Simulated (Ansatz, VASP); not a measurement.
MgO: VASP beside Ansatz

The input INCAR:

```
PREC = Accurate ; ENCUT = 520
EDIFF = 1E-7 ; ISMEAR = 0
SIGMA = 0.05 ; LREAL = F
LASPH = T ; NELM = 60
ALGO = Normal ; ISIF = 2
LWAVE = F ; LCHARG = F
GGA = RE ; NBANDS = 11
```

The input KPOINTS:

```
regular mesh
0
Gamma
  10 10 10
```

File POSCAR:

```
MgO
1.0
    0.0000000000      2.1440745937      2.1440745937
    2.1440745937      0.0000000000      2.1440745937
    2.1440745937      2.1440745937      0.0000000000
Mg O
1 1
Direct
    0.0000000000      0.0000000000      0.0000000000
    0.5000000000      0.5000000000      0.5000000000
```

Input for Ansatz:

```yaml
crystal:
  lattice:
    - [0.0, 2.1440745937, 2.1440745937]
    - [2.1440745937, 0.0, 2.1440745937]
    - [2.1440745937, 2.1440745937, 0.0]
  atoms:
    - { symbol: Mg, position: [0.0, 0.0, 0.0] }
    - { symbol: O, position: [0.5, 0.5, 0.5] }
basis:
  ecutwfc: 420
  ecutrho_ratio: 4
kpoints:
  mp_grid: { grid: [10, 10, 10] }
hamiltonian:
  xc: revpbe
scf:
  occupations: { method: gaussian, width: 0.05 }
output:
  forces: true
  stress: true
  eigenvalues: true
```

Alike in both runs: task single point; functional revPBE; k mesh 10 × 10 × 10; occupations gaussian, width 0.05 eV; no spin polarisation.

```csv
,VASP,Ansatz
version,VASP 6.6.1,Ansatz 0.2.0
potentials or method,"VASP PAW PBE potentials, release 64 (Mg, O)","scalar-relativistic, plane waves, PAW"
plane-wave cutoff (eV),520,420
valence electrons in the cell,8,16
```

```tsv
	VASP	Ansatz	Ansatz less VASP
gap on the k mesh at the Fermi level (eV)	4.31	4.33	+0.025
least direct gap on the mesh (eV)	4.31	4.33	+0.025
pressure (GPa)	-0.8	0.1	+0.88
```

The two sets of potentials don't hold the same shells in valence.

Caveats: the PAW data sets were made with another functional, which shifts forces and pressure a little (VASP). revPBE gaps usually lie below the measured ones, often by a third to a half.
